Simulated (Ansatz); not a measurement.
SrCl2 built on the 3R-MoS2 prototype, relaxed with r2SCAN+rVV10: 4 runs in Ansatz, each a calculation of independent-particle optics. The symmetry is R3m (No. 160, trigonal); a = 4.171 Å, c = 18.405 Å in the conventional setting, 30.82 Å³ an atom. Sr is surrounded by 6 Cl at 2.92 Å; Cl is surrounded by 3 Sr at 2.92 Å. Values at 0 K without nuclear motion; spin polarisation is off, and the phase may be a hypothetical one.

```xyz
3
Lattice="2.0857 1.2042 6.1350 -2.0857 1.2042 6.1350 0.0000 -2.4084 6.1350" Properties=species:S:1:pos:R:3 pbc="T T T"
Sr    0.0000    0.0000    0.0037
Cl    0.0000    0.0000    7.7812
Cl    0.0000    0.0000    4.4852
```

On meshes this coarse, single peaks can be features of the mesh. No local fields, no excitons; the zone sum runs over the cells of the mesh, and ε∞ includes the bands left out of the spectrum. Up to four peaks are listed, those above 15 % of the tallest and inside the complete range; the four can differ from row to row. Rows marked drawn have settings drawn at random (some not listed).

```json
{"functional": "r2SCAN", "k mesh": "6×6×6", "broadening (eV)": "0.1", "scissors (eV)": "0.00", "range (eV)": "0–19", "settings": "chosen", "direct gap on the mesh before scissors (eV)": "4.87", "ε∞ xx": "2.90", "ε∞ yy": "2.90", "ε∞ zz": "2.86", "complete up to (eV)": "19.0", "tallest peaks of mean ε₂ (eV)": "6.45 8.85 9.95 12.25"}
{"functional": "PBE", "k mesh": "6×6×6", "broadening (eV)": "0.1", "scissors (eV)": "1.23 (to HSE06)", "range (eV)": "0–19", "settings": "chosen", "direct gap on the mesh before scissors (eV)": "4.34", "ε∞ xx": "2.86", "ε∞ yy": "2.86", "ε∞ zz": "2.83", "complete up to (eV)": "19.0", "tallest peaks of mean ε₂ (eV)": "7.20 8.10 9.50 10.45"}
{"functional": "PBE", "k mesh": "4×4×4", "broadening (eV)": "0.03", "scissors (eV)": "1.00", "range (eV)": "0–30", "settings": "drawn", "direct gap on the mesh before scissors (eV)": "4.34", "ε∞ xx": "2.90", "ε∞ yy": "2.90", "ε∞ zz": "2.87", "complete up to (eV)": "30.0", "tallest peaks of mean ε₂ (eV)": "7.00 7.80 9.20 10.20"}
```

**Question.** Estimate from these rows what the further settings give.
```json
{"functional": "PBE", "k mesh": "6×6×6", "broadening (eV)": "0.1", "scissors (eV)": "0.00", "range (eV)": "0–19", "settings": "chosen"}
```

**Answer.**

| functional | k mesh | broadening (eV) | scissors (eV) | range (eV) | settings | direct gap on the mesh before scissors (eV) | ε∞ xx | ε∞ yy | ε∞ zz | complete up to (eV) | tallest peaks of mean ε₂ (eV) |
| --- | --- | --- | --- | --- | --- | --- | --- | --- | --- | --- | --- |
| PBE | 6×6×6 | 0.1 | 0.00 | 0–19 | chosen | 4.34 | 3.10 | 3.10 | 3.07 | 19.0 | 5.95 6.85 8.25 9.20 |
